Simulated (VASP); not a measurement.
# PtSe (F-43m) in VASP: further runs

Runs on PtSe. Level: PBE+U. Tasks: single point.

All numbers are computed with VASP 6.6.1; they aren't measurements. Logs are shortened: lines on timing, memory, paths and dates and some standing lists are left out, and cuts for length are marked.

## 1. Starting point

The structure is cubic, space group F-43m (No. 216). Conventional cell: a = 6.075 Å, b = 6.075 Å, c = 6.075 Å, α = 90.00°, β = 90.00°, γ = 90.00°. Pt (site symmetry -43m) has 4 Se at 2.63 Å as nearest neighbours. Se (site symmetry -43m) is surrounded by 4 Pt at 2.63 Å.

The cell comes from a database or a generator and needn't be the stable form of this composition.

## 2. Single point, PBE+U, collinear spin, ferromagnetic start

File INCAR:

```
ALGO = Normal
EDIFF = 1E-7
ENCUT = 520
GGA = PE
ISIF = 2
ISMEAR = 0
ISPIN = 2
LASPH = True
LCHARG = False
LDAU = True
LDAUJ = 0 0
LDAUL = 2 -1
LDAUPRINT = 1
LDAUTYPE = 2
LDAUU = 4 0
LMAXMIX = 4
LORBIT = 11
LREAL = False
LWAVE = False
MAGMOM = 0.5 0
NELM = 80
PREC = Accurate
SIGMA = 0.05
```

File KPOINTS:

```
k-points
0
Gamma
  5 5 5
```

File POSCAR:

```
PtSe
1.0
    0.0000000000      3.0374472300      3.0374472300
    3.0374472300      0.0000000000      3.0374472300
    3.0374472300      3.0374472300      0.0000000000
Pt Se
1 1
Direct
    0.0000000000      0.0000000000      0.0000000000
    0.2500000000      0.2500000000      0.2500000000
```

Potentials or basis: VASP PAW PBE potentials, release 64 (Pt, Se).

Started as:

```
cat potpaw_PBE.64/Pt/POTCAR potpaw_PBE.64/Se/POTCAR > POTCAR
mpirun -np 1 vasp_std > vasp.out
```

OUTCAR:

```text
EDIFF = 1E-7
   ENCUT = 520
   GGA = PE
   ISIF = 2
   ISMEAR = 0
   ISPIN = 2
   LASPH = True
   LORBIT = 11
   LREAL = False
   NELM = 80
   PREC = Accurate

 ion  position               nearest neighbor table
   1  0.000  0.000  0.000-   2 2.63   2 2.63   2 2.63   2 2.63
   2  0.250  0.250  0.250-   1 2.63   1 2.63   1 2.63   1 2.63

  LATTYP: Found a face centered cubic cell.
 ALAT       =     6.0748944600

  Lattice vectors:

 A1 = (   0.0000000000,   3.0374472300,   3.0374472300)
 A2 = (   3.0374472300,   0.0000000000,   3.0374472300)
 A3 = (   3.0374472300,   3.0374472300,   0.0000000000)

Analysis of symmetry for initial positions (statically):
=====================================================================
 Subroutine PRICEL returns:
 Original cell was already a primitive cell.

 Routine SETGRP: Setting up the symmetry group for a
 face centered cubic supercell.

 Subroutine GETGRP returns: Found 24 space group operations
 (whereof 24 operations were pure point group operations)
 out of a pool of 48 trial point group operations.

The static configuration has the point symmetry T_d .

Analysis of symmetry for dynamics (positions and initial velocities):
=====================================================================
 Subroutine PRICEL returns:
 Original cell was already a primitive cell.

 Routine SETGRP: Setting up the symmetry group for a
 face centered cubic supercell.

 Subroutine GETGRP returns: Found 24 space group operations
 (whereof 24 operations were pure point group operations)
 out of a pool of 48 trial point group operations.

The dynamic configuration has the point symmetry T_d .

Analysis of structural, dynamic, and magnetic symmetry:
=====================================================================
 Subroutine PRICEL returns:
 Original cell was already a primitive cell.

 Routine SETGRP: Setting up the symmetry group for a
 face centered cubic supercell.

 Subroutine GETGRP returns: Found 24 space group operations
 (whereof 24 operations were pure point group operations)
 out of a pool of 48 trial point group operations.

The overall configuration has the point symmetry T_d .

 Subroutine INISYM returns: Found 24 space group operations
 (whereof 24 operations are pure point group operations),
 and found     1 'primitive' translations

----------------------------------------------------------------------------------------

                                     Primitive cell

  volume of cell :      56.0475

  direct lattice vectors                    reciprocal lattice vectors
     0.000000000  3.037447230  3.037447230    -0.164611913  0.164611913  0.164611913
     3.037447230  0.000000000  3.037447230     0.164611913 -0.164611913  0.164611913
     3.037447230  3.037447230  0.000000000     0.164611913  0.164611913 -0.164611913

  length of vectors
     4.295599068  4.295599068  4.295599068     0.285116197  0.285116197  0.285116197

  position of ions in fractional coordinates (direct lattice)
     0.000000000  0.000000000  0.000000000
     0.250000000  0.250000000  0.250000000

  ion indices of the primitive-cell ions
   primitive index   ion index
                 1           1
                 2           2

----------------------------------------------------------------------------------------

 KPOINTS: k-points

Automatic generation of k-mesh.
 Grid dimensions read from file:
 generate k-points for:    5    5    5

 Generating k-lattice:

  Cartesian coordinates                     Fractional coordinates (reciprocal lattice)
    -0.032922383  0.032922383  0.032922383     0.200000000  0.000000000  0.000000000
     0.032922383 -0.032922383  0.032922383     0.000000000  0.200000000  0.000000000
     0.032922383  0.032922383 -0.032922383     0.000000000  0.000000000  0.200000000

  Length of vectors
     0.057023239  0.057023239  0.057023239

  Shift w.r.t. Gamma in fractional coordinates (k-lattice)
     0.000000000  0.000000000  0.000000000

 Subroutine IBZKPT returns following result:
 ===========================================

 Found     10 irreducible k-points:

 Following reciprocal coordinates:
            Coordinates               Weight
  0.000000  0.000000  0.000000      1.000000
  0.200000  0.000000  0.000000      8.000000
  0.400000  0.000000  0.000000      8.000000
  0.200000  0.200000  0.000000      6.000000
  0.400000  0.200000  0.000000     24.000000
 -0.400000  0.200000  0.000000     24.000000
 -0.200000  0.200000  0.000000     12.000000
  0.400000  0.400000  0.000000      6.000000
 -0.400000  0.400000  0.000000     12.000000
 -0.400000  0.400000  0.200000     24.000000
[... 35 lines left out ...]
   IALGO  =     38    algorithm
   IMIX   =      4    mixing-type and parameters
     AMIX     =   0.40;   BMIX     =  1.00
     AMIX_MAG =   1.60;   BMIX_MAG =  1.00
  volume/ion in A,a.u.               =      28.02       189.11
  Fermi-wavevector in a.u.,A,eV,Ry     =   1.077944  2.037018 15.809462  1.161963
  Thomas-Fermi vector in A             =   2.213869
   LORBIT       =     11    0 simple, 1 ext, 2 COOP (PROOUT), +10 PAW based schemes
 LDA+U is selected, type is set to LDAUTYPE =  2
   angular momentum for each species LDAUL =     2   -1
   U (eV)           for each species LDAUU =   4.0  0.0
   J (eV)           for each species LDAUJ =   0.0  0.0
   GGA     = PE    functional components
   LHFCALC =     F    Hartree Fock is set to
   AEXX    =    0.0000 exact exchange contribution
   IVDW    =     0    specifies the selected vdW correction
   LEPSILON=     F    determine dielectric tensor
   LRPA    =     F    only Hartree local field effects (RPA)
 spin polarized calculation
 Gauss-broadening in eV      SIGMA  =   0.05
  energy-cutoff  :      520.00
  volume of cell :       56.05
 maximum number of plane-waves:      1524
   NGX = 15   NGY = 15   NGZ = 15

 number of electron      16.0000002 magnetization       0.5334573

 Free energy of the ion-electron system (eV)
  ---------------------------------------------------
  ext. energy  EPLUGINS =         0.00000000
  ---------------------------------------------------
  free energy    TOTEN  =        -6.31284365 eV

  energy without entropy =       -6.30584819  energy(sigma->0) =       -6.30934592

atom =   1  type =  1  l = 2

 onsite density matrix

spin component  1

  0.8197 -0.0000 -0.0000  0.0000 -0.0000
 -0.0000  0.8197 -0.0000 -0.0000  0.0000
 -0.0000 -0.0000  0.9042 -0.0000  0.0000
  0.0000 -0.0000 -0.0000  0.8197  0.0000
 -0.0000  0.0000  0.0000  0.0000  0.9042

spin component  2

  0.8044  0.0000 -0.0000  0.0000 -0.0000
  0.0000  0.8044 -0.0000  0.0000 -0.0000
 -0.0000 -0.0000  0.8998 -0.0000 -0.0000
  0.0000  0.0000 -0.0000  0.8044  0.0000
 -0.0000 -0.0000 -0.0000  0.0000  0.8998

 occupancies and eigenvectors

  o =  0.8044  v =  0.0000  0.0000  0.0000  0.0000  0.0000  0.0000 -0.6504 -0.0000  0.7596  0.0000      0.0000  0.0000  0.0000  0.0000  0.0000  0.0000  0.0000  0.0000  0.0000  0.0000
  o =  0.8044  v =  0.0000  0.0000  0.0000  0.0000  0.0000  0.0000  0.7596  0.0000  0.6504 -0.0000      0.0000  0.0000  0.0000  0.0000  0.0000  0.0000  0.0000  0.0000  0.0000  0.0000
  o =  0.8044  v =  0.0000  0.0000  0.0000  0.0000  0.0000  1.0000  0.0000  0.0000  0.0000  0.0000      0.0000  0.0000  0.0000  0.0000  0.0000  0.0000  0.0000  0.0000  0.0000  0.0000
  o =  0.8197  v =  0.0000 -0.2692  0.0000 -0.9631  0.0000  0.0000  0.0000  0.0000  0.0000  0.0000      0.0000  0.0000  0.0000  0.0000  0.0000  0.0000  0.0000  0.0000  0.0000  0.0000
  o =  0.8197  v =  1.0000  0.0000  0.0000  0.0000  0.0000  0.0000  0.0000  0.0000  0.0000  0.0000      0.0000  0.0000  0.0000  0.0000  0.0000  0.0000  0.0000  0.0000  0.0000  0.0000
  o =  0.8197  v =  0.0000 -0.9631 -0.0000  0.2692  0.0000  0.0000  0.0000  0.0000  0.0000  0.0000      0.0000  0.0000  0.0000  0.0000  0.0000  0.0000  0.0000  0.0000  0.0000  0.0000
  o =  0.8998  v =  0.0000  0.0000  0.0000  0.0000  0.0000  0.0000  0.0000 -0.0896 -0.0000  0.9960      0.0000  0.0000  0.0000  0.0000  0.0000  0.0000  0.0000  0.0000  0.0000  0.0000
  o =  0.8998  v =  0.0000  0.0000  0.0000  0.0000  0.0000  0.0000  0.0000 -0.9960 -0.0000 -0.0896      0.0000  0.0000  0.0000  0.0000  0.0000  0.0000  0.0000  0.0000  0.0000  0.0000
  o =  0.9042  v =  0.0000 -0.0000  0.9442  0.0000 -0.3295  0.0000  0.0000  0.0000  0.0000  0.0000      0.0000  0.0000  0.0000  0.0000  0.0000  0.0000  0.0000  0.0000  0.0000  0.0000
  o =  0.9042  v =  0.0000 -0.0000 -0.3295 -0.0000 -0.9442  0.0000  0.0000  0.0000  0.0000  0.0000      0.0000  0.0000  0.0000  0.0000  0.0000  0.0000  0.0000  0.0000  0.0000  0.0000

 number of electron      16.0000002 magnetization       0.0941744

 Free energy of the ion-electron system (eV)
  ---------------------------------------------------
  ext. energy  EPLUGINS =         0.00000000
  ---------------------------------------------------
  free energy    TOTEN  =        -6.29460524 eV

  energy without entropy =       -6.29034947  energy(sigma->0) =       -6.29247735

 E-fermi :   2.6661     XC(G=0):  -9.0756

 val. band max:        2.6307607467   @ k =   0.2000   0.2000   0.0000
 cond. band min:       2.6693438444   @ k =   0.4000   0.2000   0.0000
 fundamental gap:      0.0385830977
 Fermi energy:         2.6661104603

 spin component 1

 k-point     1 :       0.0000    0.0000    0.0000
  band No.  band energies     occupation
      1     -10.7622      1.00000
      2      -1.8255      1.00000
      3      -1.8255      1.00000
      4      -1.8255      1.00000
      5      -0.0903      1.00000
      6      -0.0903      1.00000
      7       3.4178      0.00000
      8       4.2880      0.00000
      9       4.2880      0.00000
     10       4.2880      0.00000
     11       9.6594      0.00000
     12       9.6594      0.00000
[... 121 lines left out ...]
 k-point    10 :      -0.4000    0.4000    0.2000
  band No.  band energies     occupation
      1     -10.2888      1.00000
      2      -1.9496      1.00000
      3      -1.5429      1.00000
      4      -1.0771      1.00000
      5       0.0006      1.00000
      6       0.0514      1.00000
      7       0.9078      1.00000
      8       1.3981      1.00000
      9       2.3928      1.00000
     10       7.5482      0.00000
     11       8.7743      0.00000
     12       9.8247      0.00000
 Fermi energy:         2.6661104603

 spin component 2

 k-point     1 :       0.0000    0.0000    0.0000
  band No.  band energies     occupation
      1     -10.7381      1.00000
      2      -1.7582      1.00000
      3      -1.7582      1.00000
      4      -1.7582      1.00000
      5      -0.0460      1.00000
      6      -0.0460      1.00000
      7       3.4419      0.00000
      8       4.3509      0.00000
      9       4.3509      0.00000
     10       4.3509      0.00000
     11       9.6786      0.00000
     12       9.6786      0.00000
[... 121 lines left out ...]
 k-point    10 :      -0.4000    0.4000    0.2000
  band No.  band energies     occupation
      1     -10.2617      1.00000
      2      -1.9180      1.00000
      3      -1.5004      1.00000
      4      -1.0176      1.00000
      5       0.0687      1.00000
      6       0.1049      1.00000
      7       0.9898      1.00000
      8       1.4587      1.00000
      9       2.4478      1.00000
     10       7.5781      0.00000
     11       8.8027      0.00000
     12       9.8466      0.00000

------------------------ aborting loop because EDIFF is reached ----------------------------------------

  FORCE on cell =-STRESS in cart. coord.  units (eV):
  Direction    XX          YY          ZZ          XY          YZ          ZX
  --------------------------------------------------------------------------------------
  -------------------------------------------------------------------------------------
  Total       -4.1580431     -4.1580431     -4.1580431      0.0000000     -0.0000000     -0.0000000
  in kB     -118.8620863   -118.8620863   -118.8620863      0.0000000     -0.0000000     -0.0000000
  external PRESSURE =    -118.8620863 kB  Pullay stress =       0.0000000 kB

 VOLUME and BASIS-vectors are now :
 -----------------------------------------------------------------------------
  energy-cutoff  :      520.00
  volume of cell :       56.05
      direct lattice vectors                 reciprocal lattice vectors
     0.000000000  3.037447230  3.037447230    -0.164611913  0.164611913  0.164611913
     3.037447230  0.000000000  3.037447230     0.164611913 -0.164611913  0.164611913
     3.037447230  3.037447230  0.000000000     0.164611913  0.164611913 -0.164611913

 POSITION                                       TOTAL-FORCE (eV/Angst)
 -----------------------------------------------------------------------------------
      0.00000      0.00000      0.00000        -0.000000     -0.000000     -0.000000
      1.51872      1.51872      1.51872         0.000000      0.000000      0.000000
 -----------------------------------------------------------------------------------
    total drift:                               -0.000000     -0.000000     -0.000000

  FREE ENERGIE OF THE ION-ELECTRON SYSTEM (eV)
  ---------------------------------------------------
  free  energy   TOTEN  =        -6.2946052369 eV

  energy  without entropy=       -6.2903494714  energy(sigma->0) =       -6.29247735

 total charge

# of ion       s       p       d       tot
------------------------------------------
    1        0.532   0.293   8.426   9.251
    2        1.485   2.082   0.059   3.626
--------------------------------------------------
tot          2.016   2.376   8.485  12.877

 magnetization (x)

# of ion       s       p       d       tot
------------------------------------------
    1        0.004   0.004   0.055   0.062
    2        0.002   0.017   0.000   0.019
--------------------------------------------------
tot          0.006   0.021   0.055   0.081
```

Run time: 18 s. Hardware: 1 thread of Intel Xeon 6975P-C (Granite Rapids), shared host; peak memory 0.19 GiB.

What came out:

| Property | Result |
| --- | --- |
| Free energy | -6.2946 eV |
| Pressure | -11.9 GPa |
| Band gap on the k mesh | none (metal or under the smearing width) |
| Net moment | 0.09 μB per cell |
| Site moments | Pt +0.06; Se +0.02 μB |
| Valence electrons inside the program's atomic spheres | Pt 9.25; Se 3.63 |

Eigenvalues of the final occupation matrices:
| site | spin | trace | eigenvalues |
| --- | --- | --- | --- |
| site 1 d | 1 | 4.27 | 0.82 0.82 0.82 0.90 0.90 |
| site 1 d | 2 | 4.21 | 0.80 0.80 0.80 0.90 0.90 |

Spin-orbit coupling is left out, which matters for the levels of Pt. The state reached can hang on the start; a lower one may exist.

## 3. Single point, PBE+U, collinear spin, zero start

File INCAR:

```
SYSTEM = PtSe
ALGO = Fast
EDIFF = 1E-6
ENCUT = 520
GGA = PE
ISIF = 2
ISMEAR = 0
ISPIN = 2
LASPH = .TRUE.
LCHARG = .TRUE.
LDAU = .TRUE.
LDAUJ = 0 0
LDAUL = 2 -1
LDAUPRINT = 1
LDAUTYPE = 2
LDAUU = 4 0
LELF = .TRUE.
LMAXMIX = 4
LORBIT = 11
LREAL = .FALSE.
LVHAR = .TRUE.
LWAVE = .FALSE.
MAGMOM = 0 0
NELM = 80
PREC = Accurate
SIGMA = 0.05
```

File KPOINTS:

```
k-points
0
G
  5 5 5
  0 0 0
```

POSCAR is that of step 2.

Potentials or basis: VASP PAW PBE potentials, release 64 (Pt, Se).

Started as:

```
cat potpaw_PBE.64/Pt/POTCAR potpaw_PBE.64/Se/POTCAR > POTCAR
mpirun -np 1 vasp_std > vasp.out
```

Run time: 10 s. Hardware: 1 thread of Intel Xeon 6975P-C (Granite Rapids), shared host; peak memory 0.19 GiB.

The run converged. Its results:

```yaml
Free_energy: -6.2945 eV
Pressure: -11.9 GPa
Band_gap_on_the_k_mesh: none (metal or under the smearing width)
Net_moment: 0.00 μB per cell
Valence_electrons_inside_the_program's_atomic_spheres: Pt 9.25; Se 3.63
```

Levels at points of the mesh, in eV from the Fermi level:
Spin up:
```tsv
k point	band 4	band 5	band 6	band 7	band 8	band 9	band 10	band 11
(0.00, 0.00, 0.00)	-4.47	-2.74	-2.74	0.76	1.65	1.65	1.65	6.99
```
Spin down:
| k point | band 4 | band 5 | band 6 | band 7 | band 8 | band 9 | band 10 | band 11 |
| --- | --- | --- | --- | --- | --- | --- | --- | --- |
| (0.00, 0.00, 0.00) | -4.47 | -2.74 | -2.74 | 0.76 | 1.65 | 1.65 | 1.65 | 6.99 |

Eigenvalues of the final occupation matrices:
```tsv
site	spin	trace	eigenvalues
site 1 d	1	4.24	0.81 0.81 0.81 0.90 0.90
site 1 d	2	4.24	0.81 0.81 0.81 0.90 0.90
```

## 4. Single point, PBE+U, collinear spin, random start

File INCAR:

```
ALGO = Normal ; EDIFF = 1E-6
ENCUT = 520 ; GGA = PE
ISIF = 2 ; ISMEAR = 0
ISPIN = 2 ; LASPH = True
LCHARG = True ; LDAU = True
LDAUJ = 0 0 ; LDAUL = 2 -1
LDAUPRINT = 1 ; LDAUTYPE = 2
LDAUU = 4 0 ; LELF = True
LMAXMIX = 4 ; LORBIT = 11
LREAL = False ; LVHAR = True
LWAVE = False ; MAGMOM = 0.53 0
NBANDS = 19 ; NELM = 80
PREC = Accurate ; SIGMA = 0.05
```

File KPOINTS:

```
k-points
0
Gamma
  5 5 5
```

POSCAR is that of step 3.

Started as:

```
cat potpaw_PBE.64/Pt/POTCAR potpaw_PBE.64/Se/POTCAR > POTCAR
mpirun -np 1 vasp_std > vasp.out
```

It took 20 s on 1 thread of Intel Xeon 6975P-C (Granite Rapids), shared host; peak memory 0.2 GiB.

Results (log left out):

```yaml
Free_energy: -6.2899 eV
Pressure: -11.8 GPa
Band_gap_on_the_k_mesh: none (metal or under the smearing width)
Net_moment: 0.65 μB per cell
Site_moments: Pt +0.42; Se +0.14 μB
Valence_electrons_inside_the_program's_atomic_spheres: Pt 9.24; Se 3.63
```

Levels at points of the mesh, in eV from the Fermi level:
Spin up:
```csv
k point,band 6,band 7,band 8,band 9,band 10,band 11
"(0.00, 0.00, 0.00)",-2.85,0.74,1.49,1.49,1.49,6.99
```
Spin down:
| k point | band 5 | band 6 | band 7 | band 8 | band 9 | band 10 |
| --- | --- | --- | --- | --- | --- | --- |
| (0.00, 0.00, 0.00) | -2.60 | -2.60 | 0.90 | 1.94 | 1.94 | 1.94 |

Eigenvalues of the final occupation matrices:
| site | spin | trace | eigenvalues |
| --- | --- | --- | --- |
| site 1 d | 1 | 4.42 | 0.86 0.86 0.86 0.91 0.91 |
| site 1 d | 2 | 4.05 | 0.76 0.76 0.76 0.89 0.89 |

## 5. Single point, PBE+U, collinear spin, ferromagnetic start

File INCAR:

```
PREC = Accurate
ENCUT = 520
EDIFF = 1E-6
ISMEAR = 0
SIGMA = 0.05
LREAL = F
LASPH = T
NELM = 80
ALGO = Normal
ISIF = 2
LWAVE = F
LCHARG = T
ISPIN = 2
MAGMOM = 0.5 0
LORBIT = 11
NUPDOWN = 3
LMAXMIX = 4
LDAU = T
LDAUTYPE = 2
LDAUL = 2 -1
LDAUU = 4 0
LDAUJ = 0 0
LDAUPRINT = 1
GGA = PE
LELF = T
LVHAR = T
NBANDS = 19
```

File KPOINTS:

```
regular mesh
0
Gamma
  5 5 5
```

POSCAR is that of step 4.

Started as:

```
cat potpaw_PBE.64/Pt/POTCAR potpaw_PBE.64/Se/POTCAR > POTCAR
mpirun -np 1 vasp_std > vasp.out
```

It took 14 s on 1 thread of Intel Xeon 6975P-C (Granite Rapids), shared host; peak memory 0.2 GiB.

It converged, with:

| Quantity | Value |
| --- | --- |
| Free energy | -4.0693 eV |
| Pressure | -0.7 GPa |
| Net moment | 3.00 μB per cell |
| Site moments | Pt +1.67; Se +0.72 μB |
| Valence electrons inside the program's atomic spheres | Pt 9.05; Se 3.73 |

Eigenvalues of the final occupation matrices:
```
    site  spin  trace               eigenvalues
site 1 d     1   4.74  0.94 0.94 0.95 0.95 0.95
site 1 d     2   3.38  0.53 0.53 0.53 0.89 0.89
```

Caveat: the moment is held away from its start; the total moment is fixed, so each spin has its own Fermi level. The state reached can hang on the start; a lower one may exist.

## 6. Overview

| spin | fixed moment (μB) | gap on the mesh (eV) | pressure (GPa) | moment (μB) |
| --- | --- | --- | --- | --- |
| collinear, ferromagnetic start | - | none | -11.9 | 0.09 |
| collinear, zero start | - | none | -11.9 | 0.00 |
| collinear, random start | - | none | -11.8 | 0.65 |
| collinear, ferromagnetic start | 3 | - | -0.7 | 3.00 |

Alike in all rows: task single point; level PBE+U; potentials or basis VASP PAW PBE potentials, release 64 (Pt, Se); Pt d U = 4 eV; cell as given; k mesh 5 × 5 × 5; cutoff (eV) 520; smearing gaussian 0.05 eV.

Every run on the cell as given and a fine mesh finds a metal.

Caveats: the moment is held away from its start (some runs); the total moment is fixed, so each spin has its own Fermi level (some runs).

Total energies depend on the potentials used, so only differences within one code and one set of settings carry meaning.
